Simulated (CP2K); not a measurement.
# BaTiO3 (P4mm) in CP2K: notebook, part 3 of 4

CP2K 2026.2. The steps go on from the part before.

### 4 Band structure, PBE

batio3_bands.inp reads:

```
&GLOBAL
  PROJECT batio3_bands
  RUN_TYPE ENERGY_FORCE
  PRINT_LEVEL LOW
&END GLOBAL
&FORCE_EVAL
  METHOD QS
  STRESS_TENSOR ANALYTICAL
  &DFT
    BASIS_SET_FILE_NAME BASIS_MOLOPT_UZH
    POTENTIAL_FILE_NAME POTENTIAL_UZH
    &MGRID
      CUTOFF 700
      REL_CUTOFF 60
      NGRIDS 4
    &END MGRID
    &QS
      METHOD GPW
      EPS_DEFAULT 1.0E-9
    &END QS
    &KPOINTS
      SCHEME MONKHORST-PACK 7 7 7
      GAMMA_CENTERED T
      SYMMETRY T
      SYMMETRY_BACKEND SPGLIB
    &END KPOINTS
    &SCF
      SCF_GUESS ATOMIC
      EPS_SCF 1.0E-6
      MAX_SCF 100
      ADDED_MOS 19
      CHOLESKY OFF
      EPS_EIGVAL 1.0E-7
      &DIAGONALIZATION ON
        ALGORITHM STANDARD
      &END DIAGONALIZATION
      &MIXING ON
        METHOD BROYDEN_MIXING
        ALPHA 0.4
        BETA 1.5
        NBUFFER 8
      &END MIXING
      &SMEAR ON
        METHOD FERMI_DIRAC
        ELECTRONIC_TEMPERATURE [K] 580.226
      &END SMEAR
    &END SCF
    &XC
      &XC_FUNCTIONAL
        &GGA_X_PBE
        &END GGA_X_PBE
        &GGA_C_PBE
        &END GGA_C_PBE
      &END XC_FUNCTIONAL
    &END XC
    &PRINT
      &KPOINTS ON
      &END KPOINTS
      &MULLIKEN ON
      &END MULLIKEN
      &MO ON
        ENERGIES T
        OCCUPATION_NUMBERS T
        &EACH
          QS_SCF 0
        &END EACH
        ADD_LAST NUMERIC
      &END MO
      &BAND_STRUCTURE
        FILE_NAME bands.bs
        ADDED_MOS 4
        &KPOINT_SET
          UNITS B_VECTOR
          NPOINTS 8
          SPECIAL_POINT GAMMA 0.00000000 0.00000000 0.00000000
          SPECIAL_POINT X 0.00000000 0.50000000 0.00000000
          SPECIAL_POINT M 0.50000000 0.50000000 0.00000000
          SPECIAL_POINT GAMMA 0.00000000 0.00000000 0.00000000
          SPECIAL_POINT Z 0.00000000 0.00000000 0.50000000
          SPECIAL_POINT R 0.00000000 0.50000000 0.50000000
          SPECIAL_POINT A 0.50000000 0.50000000 0.50000000
          SPECIAL_POINT Z 0.00000000 0.00000000 0.50000000
        &END KPOINT_SET
        &KPOINT_SET
          UNITS B_VECTOR
          NPOINTS 8
          SPECIAL_POINT X 0.00000000 0.50000000 0.00000000
          SPECIAL_POINT R 0.00000000 0.50000000 0.50000000
        &END KPOINT_SET
        &KPOINT_SET
          UNITS B_VECTOR
          NPOINTS 8
          SPECIAL_POINT M 0.50000000 0.50000000 0.00000000
          SPECIAL_POINT A 0.50000000 0.50000000 0.50000000
        &END KPOINT_SET
      &END BAND_STRUCTURE
    &END PRINT
  &END DFT
  &SUBSYS
    &CELL
      A 3.9998000000 0.0000000000 0.0000000000
      B 0.0000000000 3.9998000000 0.0000000000
      C 0.0000000000 0.0000000000 4.0180000000
      PERIODIC XYZ
    &END CELL
    &COORD
      Ba  0.0000000000 0.0000000000 0.0000000000
      Ti  1.9999000000 1.9999000000 1.9688200000
      O   0.0000000000 1.9999000000 2.0773060000
      O   1.9999000000 0.0000000000 2.0773060000
      O   1.9999000000 1.9999000000 0.0763420000
    &END COORD
    &KIND Ba
      BASIS_SET DZVP-MOLOPT-PBE-GTH-q10
      POTENTIAL GTH-PBE-q10
    &END KIND
    &KIND Ti
      BASIS_SET DZVP-MOLOPT-PBE-GTH-q12
      POTENTIAL GTH-PBE-q12
    &END KIND
    &KIND O
      BASIS_SET DZVP-MOLOPT-PBE-GTH-q6
      POTENTIAL GTH-PBE-q6
    &END KIND
    &PRINT
      &ATOMIC_COORDINATES ON
      &END ATOMIC_COORDINATES
      &CELL ON
      &END CELL
      &SYMMETRY ON
      &END SYMMETRY
    &END PRINT
  &END SUBSYS
  &PRINT
    &FORCES ON
    &END FORCES
    &STRESS_TENSOR ON
    &END STRESS_TENSOR
  &END PRINT
&END FORCE_EVAL
```

Potentials or basis: POTENTIAL_UZH Ba GTH-PBE-q10, Ti GTH-PBE-q12, O GTH-PBE-q6; DZVP-MOLOPT-PBE-GTH basis.

Started as:

```bash
OMP_NUM_THREADS=1 cp2k.psmp -i batio3_bands.inp -o batio3_bands.out
```

batio3_bands.out:

```text

 CP2K| version string:                                       CP2K version 2026.2
 CP2K| Input file name                                          batio3_bands.inp

 GLOBAL| Force Environment number                                              1
 GLOBAL| Basis set file name                                    BASIS_MOLOPT_UZH
 GLOBAL| Potential file name                                       POTENTIAL_UZH
 GLOBAL| MM Potential file name                                     MM_POTENTIAL
 GLOBAL| Coordinate file name                                      __STD_INPUT__
 GLOBAL| Method name                                                        CP2K
 GLOBAL| Project name                                               batio3_bands
 GLOBAL| Run type                                                   ENERGY_FORCE
 GLOBAL| FFT library                                                       FFTW3
 GLOBAL| Diagonalization library                                       ScaLAPACK
 GLOBAL| Cholesky decomposition library                                ScaLAPACK
 GLOBAL| DGEMM library                                                      BLAS
 GLOBAL| Direct generalized diagonalization requested                          F
 GLOBAL| Matrix multiplication library                                 ScaLAPACK
 GLOBAL| Global print level                                                  LOW
 GLOBAL| Total number of message passing processes                             1
 GLOBAL| Number of threads for this process                                    1
 GLOBAL| CPU model name                                 Intel(R) Xeon(R) 6975P-C

 CELL| Volume [angstrom^3]:                                            64.281571
 CELL| Vector a [angstrom]:       4.000     0.000     0.000   |a| =     3.999800
 CELL| Vector b [angstrom]:       0.000     4.000     0.000   |b| =     3.999800
 CELL| Vector c [angstrom]:       0.000     0.000     4.018   |c| =     4.018000
 CELL| Angle (b,c), alpha [degree]:                                    90.000000
 CELL| Angle (a,c), beta  [degree]:                                    90.000000
 CELL| Angle (a,b), gamma [degree]:                                    90.000000
 CELL| Numerically orthorhombic:                                             YES
 CELL| Periodicity                                                           XYZ

 CELL_REF| Volume [angstrom^3]:                                        64.281571
 CELL_REF| Vector a [angstrom     4.000     0.000     0.000   |a| =     3.999800
 CELL_REF| Vector b [angstrom     0.000     4.000     0.000   |b| =     3.999800
 CELL_REF| Vector c [angstrom     0.000     0.000     4.018   |c| =     4.018000
 CELL_REF| Angle (b,c), alpha [degree]:                                90.000000
 CELL_REF| Angle (a,c), beta  [degree]:                                90.000000
 CELL_REF| Angle (a,b), gamma [degree]:                                90.000000
 CELL_REF| Numerically orthorhombic:                                         YES
 CELL_REF| Periodicity                                                       XYZ

[... 8 lines left out ...]
 TOTAL NUMBERS AND MAXIMUM NUMBERS

  Total number of            - Atomic kinds:                                   3
                             - Atoms:                                          5
                             - Shell sets:                                     5
                             - Shells:                                        29
                             - Primitive Cartesian functions:                 27
                             - Cartesian basis functions:                     88
                             - Spherical basis functions:                     79

  Maximum angular momentum of- Orbital basis functions:                        3
                             - Local part of the GTH pseudopotential:          2
                             - Non-local part of the GTH pseudopotential:      3

 MODULE QUICKSTEP: ATOMIC COORDINATES IN ANGSTROM

   Atom Kind Element         X             Y             Z       Z(eff)     Mass
[... 134 lines left out ...]
  Hartree energy:                                             100.54261146240712
  Exchange-correlation energy:                                -21.74546474026011
  Electronic entropic energy:                                  -0.00000000003759
  Fermi energy:                                                 0.33709399449450

  Total energy:                                              -131.94951300563048
  Total energy (extrapolated to T->0):                       -131.94951300561169

 MO| EIGENVALUES AND OCCUPATION NUMBERS FOR K POINT 1
 MO|
 MO|  Index      Eigenvalue [a.u.]        Eigenvalue [eV]             Occupation
 MO|      1              -1.776071             -48.329355               2.000000
 MO|      2              -0.905210             -24.632030               2.000000
 MO|      3              -0.904136             -24.602779               2.000000
 MO|      4              -0.904135             -24.602764               2.000000
 MO|      5              -0.604477             -16.448642               2.000000
 MO|      6              -0.288979              -7.863517               2.000000
[... 481 lines left out ...]
 MO|     38               1.117038              30.396139               0.000000
 MO|     39               1.151932              31.345656               0.000000
 MO| Sum:                                                              40.000000
 MO| E(Fermi):            0.337094 a.u.          9.172794 eV
 MO| Band gap:            0.130825 a.u.          3.559925 eV

 MO| EIGENVALUES AND OCCUPATION NUMBERS FOR K POINT 12
 MO|
 MO|  Index      Eigenvalue [a.u.]        Eigenvalue [eV]             Occupation
 MO|      1              -1.776146             -48.331399               2.000000
 MO|      2              -0.904296             -24.607139               2.000000
 MO|      3              -0.903585             -24.587809               2.000000
 MO|      4              -0.902805             -24.566575               2.000000
 MO|      5              -0.608948             -16.570316               2.000000
 MO|      6              -0.322770              -8.783029               2.000000
[... 121 lines left out ...]
 MO|     38               1.098488              29.891366               0.000000
 MO|     39               1.162577              31.635321               0.000000
 MO| Sum:                                                              40.000000
 MO| E(Fermi):            0.337094 a.u.          9.172794 eV

 [... the levels of further k-points ...]

 !-----------------------------------------------------------------------------!
                     Mulliken Population Analysis

 #  Atom  Element  Kind  Atomic population                           Net charge
       1     Ba       1          8.364269                              1.635731
       2     Ti       2         11.340916                              0.659084
       3     O        3          6.772758                             -0.772758
       4     O        3          6.772758                             -0.772758
       5     O        3          6.749299                             -0.749299
 # Total charge                             40.000000                  0.000000

 !-----------------------------------------------------------------------------!

 KPOINTS| Band Structure Calculation
 KPOINTS| Number of k-point sets                                               3
 KPOINTS| Number of added MOs/bands                                            4
 KPOINTS| Number of k-points in set    1                                      57
 KPOINTS| In units of b-vector [2pi/Bohr]
 KPOINTS| Special point     1       GAMMA     0.000000     0.000000     0.000000
 KPOINTS| Special point     2           X     0.000000     0.500000     0.000000
 KPOINTS| Special point     3           M     0.500000     0.500000     0.000000
 KPOINTS| Special point     4       GAMMA     0.000000     0.000000     0.000000
 KPOINTS| Special point     5           Z     0.000000     0.000000     0.500000
 KPOINTS| Special point     6           R     0.000000     0.500000     0.500000
 KPOINTS| Special point     7           A     0.500000     0.500000     0.500000
 KPOINTS| Special point     8           Z     0.000000     0.000000     0.500000
 KPOINTS| Number of k-points in set    2                                       9
 KPOINTS| In units of b-vector [2pi/Bohr]
 KPOINTS| Special point     1           X     0.000000     0.500000     0.000000
 KPOINTS| Special point     2           R     0.000000     0.500000     0.500000
 KPOINTS| Number of k-points in set    3                                       9
 KPOINTS| In units of b-vector [2pi/Bohr]
 KPOINTS| Special point     1           M     0.500000     0.500000     0.000000
 KPOINTS| Special point     2           A     0.500000     0.500000     0.500000

 ENERGY| Total FORCE_EVAL ( QS ) energy [hartree]           -131.949512767379787

 FORCES| Atomic forces [hartree/bohr]
 FORCES|   Atom     x               y               z               |f|
 FORCES|      1  7.87020325E-10  7.87113805E-10  2.11270228E-03   2.11270228E-03
 FORCES|      2  1.17354907E-09  1.15997112E-09 -2.92121025E-03   2.92121025E-03
 FORCES|      3  3.12655480E-09  1.84208342E-09 -3.00581712E-03   3.00581712E-03
 FORCES|      4  1.83746729E-09  3.13029978E-09 -3.00582416E-03   3.00582416E-03
 FORCES|      5  1.64020321E-09  1.64540822E-09  4.79050653E-03   4.79050653E-03
 FORCES| Sum     8.56479470E-09  8.56487635E-09 -2.02964273E-03
 FORCES| Total atomic force                                       2.02964273E-03

 STRESS| Analytical stress tensor [bar]
 STRESS|                        x                   y                   z
 STRESS|      x        4.90435787179E+04   2.07305106288E-03   1.40979395293E-03
 STRESS|      y        2.07305106288E-03   4.90436243055E+04   1.40710131367E-03
 STRESS|      z        1.40979395293E-03   1.40710131367E-03   5.80550061403E+04
 STRESS| 1/3 Trace                                             5.20474030546E+04
 STRESS| Determinant                                           1.39638246142E+14

 STRESS| Eigenvectors and eigenvalues of the analytical stress tensor [bar]
 STRESS|                        1                   2                   3
 STRESS| Eigenvalues   4.90435786238E+04   4.90436243996E+04   5.80550061403E+04
 STRESS|      x           0.998971899482      0.045333696572      0.000000156445
 STRESS|      y          -0.045333696572      0.998971899482      0.000000156147
 STRESS|      z          -0.000000149206     -0.000000163079      1.000000000000
```

Wall time 76 s (1 thread of Intel Xeon 6975P-C (Granite Rapids), shared host); peak memory 0.51 GiB.

What came out:

| Item | Value |
| --- | --- |
| Free energy | -3590.5288 eV |
| Pressure | 5.2 GPa |
| Band gap on the k mesh | 1.83 eV, indirect (least direct gap 2.05 eV) |
| Band gap along the path | 1.73 eV, indirect (least direct gap 2.05 eV) |
| Mulliken charges | Ba +1.64; Ti +0.66; O -0.77, -0.75 e |

Levels at the corners of the path, in eV from the valence-band top:
```csv
point,band 16,band 17,band 18,band 19,band 20,band 21,band 22,band 23,band 24,band 25
Γ,-1.24,-1.14,-0.33,-0.32,-0.32,1.73,1.95,1.95,3.95,4.04
X,-1.98,-1.85,-1.75,-0.98,-0.87,2.11,3.47,3.51,4.00,5.85
M,-2.76,-1.79,-0.99,-0.99,-0.10,3.52,3.52,3.92,4.68,7.65
Γ,-1.24,-1.14,-0.33,-0.32,-0.32,1.73,1.95,1.95,3.95,4.04
Z,-1.98,-1.96,-1.96,-0.73,-0.73,1.91,3.54,3.54,3.95,5.99
R,-2.72,-1.74,-0.92,-0.90,-0.18,3.50,3.54,3.90,4.79,7.62
A,-2.48,-2.45,-0.09,-0.09,0.00,4.16,4.16,4.16,6.56,6.73
Z,-1.98,-1.96,-1.96,-0.73,-0.73,1.91,3.54,3.54,3.95,5.99
X,-1.98,-1.85,-1.75,-0.98,-0.87,2.11,3.47,3.51,4.00,5.85
R,-2.72,-1.74,-0.92,-0.90,-0.18,3.50,3.54,3.90,4.79,7.62
M,-2.76,-1.79,-0.99,-0.99,-0.10,3.52,3.52,3.92,4.68,7.65
A,-2.48,-2.45,-0.09,-0.09,0.00,4.16,4.16,4.16,6.56,6.73
```

Caveat: Mulliken charges move with the basis; spin-orbit coupling is left out, which moves the levels of the heavy elements; the mesh misses the band edges, which the band path finds closer together; the basis of atomic orbitals isn't converged, which shifts pressures, moduli and gaps.

### 5 Band structure, PBE

Changes to batio3_bands.inp since step 4:

```diff
@@ -9,3 +9,3 @@
   &DFT
-    BASIS_SET_FILE_NAME BASIS_MOLOPT_UZH
+    BASIS_SET_FILE_NAME BASIS_ccGRB_UZH
     POTENTIAL_FILE_NAME POTENTIAL_UZH
@@ -113,3 +113,3 @@
     &KIND Ba
-      BASIS_SET DZVP-MOLOPT-PBE-GTH-q10
+      BASIS_SET ccGRB-D-q10
       POTENTIAL GTH-PBE-q10
@@ -117,3 +117,3 @@
     &KIND Ti
-      BASIS_SET DZVP-MOLOPT-PBE-GTH-q12
+      BASIS_SET ccGRB-D-q12
       POTENTIAL GTH-PBE-q12
@@ -121,3 +121,3 @@
     &KIND O
-      BASIS_SET DZVP-MOLOPT-PBE-GTH-q6
+      BASIS_SET ccGRB-D-q6
       POTENTIAL GTH-PBE-q6
```

Potentials or basis: POTENTIAL_UZH Ba GTH-PBE-q10, Ti GTH-PBE-q12, O GTH-PBE-q6; ccGRB-D basis.

Started as:

```bash
OMP_NUM_THREADS=1 cp2k.psmp -i batio3_bands.inp -o batio3_bands.out
```

Run time: 27 s. Hardware: 1 thread of Intel Xeon 6975P-C (Granite Rapids), shared host; peak memory 0.45 GiB.

The run converged. Its results:

| Property | Result |
| --- | --- |
| Free energy | -3585.6523 eV |
| Pressure | 6.1 GPa |
| Band gap on the k mesh | 1.82 eV, indirect (least direct gap 2.03 eV) |
| Band gap along the path | 1.72 eV, indirect (least direct gap 2.03 eV) |
| Mulliken charges | Ba +0.85; Ti +1.36; O -0.74, -0.72 e |

Stress tensor (GPa, compression positive):
```
5.79 0.00 0.00
0.00 5.79 0.00
0.00 0.00 6.66
```

Levels at the corners of the path, in eV from the valence-band top:
```csv
point,band 16,band 17,band 18,band 19,band 20,band 21,band 22,band 23,band 24,band 25
Γ,-1.25,-1.15,-0.32,-0.30,-0.30,1.72,1.94,1.94,3.84,3.95
X,-1.88,-1.86,-1.76,-0.92,-0.81,2.07,3.41,3.44,3.91,5.80
M,-2.70,-1.70,-1.02,-1.02,-0.07,3.45,3.45,3.89,4.62,7.49
Γ,-1.25,-1.15,-0.32,-0.30,-0.30,1.72,1.94,1.94,3.84,3.95
Z,-1.99,-1.98,-1.84,-0.67,-0.67,1.87,3.46,3.46,3.85,5.92
R,-2.66,-1.64,-0.94,-0.93,-0.16,3.43,3.48,3.88,4.70,7.49
A,-2.55,-2.52,-0.09,-0.09,0.00,4.06,4.06,4.06,7.33,7.48
Z,-1.99,-1.98,-1.84,-0.67,-0.67,1.87,3.46,3.46,3.85,5.92
X,-1.88,-1.86,-1.76,-0.92,-0.81,2.07,3.41,3.44,3.91,5.80
R,-2.66,-1.64,-0.94,-0.93,-0.16,3.43,3.48,3.88,4.70,7.49
M,-2.70,-1.70,-1.02,-1.02,-0.07,3.45,3.45,3.89,4.62,7.49
A,-2.55,-2.52,-0.09,-0.09,0.00,4.06,4.06,4.06,7.33,7.48
```

Caveat: Mulliken charges move with the basis; spin-orbit coupling is left out, which moves the levels of the heavy elements; the mesh misses the band edges, which the band path finds closer together; the basis of atomic orbitals isn't converged, which shifts pressures, moduli and gaps. A hybrid or GW would open this gap; PBE tends to underestimate it.

(Part 3 of 4 ends here.)
